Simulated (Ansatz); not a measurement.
**MgS in Ansatz: the effect of functional**

The system is MgS.

```xyz
2
Lattice="0.0000 2.8331 2.8331 2.8331 0.0000 2.8331 2.8331 2.8331 0.0000" Properties=species:S:1:pos:R:3 pbc="T T T"
S     1.4166    1.4166    1.4166
Mg    0.0000    0.0000    0.0000
```

The cell comes from a database or a generator and needn't be the stable form of this composition.

Alike in all runs:

```yaml
Program: Ansatz 0.2.0
Task: single point
Potentials_or_basis: all-electron PAW datasets made for the crystal
k_mesh: 6 × 6 × 6
Occupations: fermi-dirac, width 0.05 eV
Spin: no spin polarisation
```

Q: One run gave: gap on the mesh 3.28 eV; pressure -0.5 GPa. Which functional did it use?
A. HSE06
B. PBEsol
C. PBE0

A: B.

```tsv
functional	cutoff	gap on the mesh (eV)	pressure (GPa)
PBEsol	200 eV (chosen from the basis error)	3.28	-0.5
HSE06	250 eV (chosen from the basis error)	4.51	-0.1
PBE0	250 eV (chosen from the basis error)	5.19	-0.2
```

A k mesh can miss the band edges.

The runs don't all hold the same shells in valence.
